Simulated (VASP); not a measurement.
Wanted: the native input for a VASP 6.6.1 run.

| Property | Result |
| --- | --- |
| Task | relaxation of cell and atoms |
| Functional | PBE |
| Potentials or basis | VASP PAW PBE potentials, release 64 (Sb, Ga_d) |
| Cutoff | 600 eV |
| k mesh | 8 × 8 × 8 |
| Occupations | fermi-dirac, width 0.05 eV |
| Spin | no spin polarisation |
| Target pressure | 20 GPa |
| Further INCAR settings | ALGO = Normal; EDIFF = 1e-07; IBRION = 2; EDIFFG = -0.02; NSW = 60; ISIF = 3 |
| Target pressure | 20 GPa |

The structure of GaSb lies in POSCAR:

```
GaSb
1.0
    0.0000000000      3.0590000000      3.0590000000
    3.0590000000      0.0000000000      3.0590000000
    3.0590000000      3.0590000000      0.0000000000
Sb Ga
1 1
Direct
    0.7500000000      0.7500000000      0.7500000000
    0.0000000000      0.0000000000      0.0000000000
```

One way to write it, as run:

INCAR

```
PREC = Accurate ; ENCUT = 600
EDIFF = 1E-7 ; ISMEAR = -1
SIGMA = 0.05 ; LREAL = F
LASPH = T ; NELM = 80
ALGO = Normal ; ISIF = 3
LWAVE = F ; LCHARG = F
GGA = PE ; IBRION = 2
NSW = 60 ; EDIFFG = -0.02
PSTRESS = 200
```

KPOINTS

```
regular mesh
0
Gamma
  8 8 8
```

Potentials or basis: VASP PAW PBE potentials, release 64 (Sb, Ga_d).

Command:

```sh
$ cat potpaw_PBE.64/Sb/POTCAR potpaw_PBE.64/Ga_d/POTCAR > POTCAR
$ mpirun -np 1 vasp_std > vasp.out
```

It gave:

| Property | Result |
| --- | --- |
| Relaxed volume | 23.43 Å³/atom |
| Relaxed cell | a = 4.047 Å, b = 4.047 Å, c = 4.047 Å, α = 60.00°, β = 60.00°, γ = 60.00° |
| Space group after relaxing (to 0.05 Å) | F-43m (No. 216) |
| Energy change on relaxing (the enthalpy is what falls) | +315.0 meV/atom |
| Ionic steps | 5 |
| Pressure after relaxing | 20.0 GPa |
| Band gap on the k mesh | 0.53 eV, indirect (least direct gap 1.57 eV) |

Caveat: the cell is relaxed towards a set pressure, so the enthalpy falls and the energy may rise; the volume moved by over 15 % at a fixed basis, so the end points are rough; spin-orbit coupling is left out, which moves the levels of the heavy elements.

Wall time 2.5 min on 1 thread of AMD EPYC 7R13 Processor (Zen 3), on a shared host, peak memory 0.19 GiB.
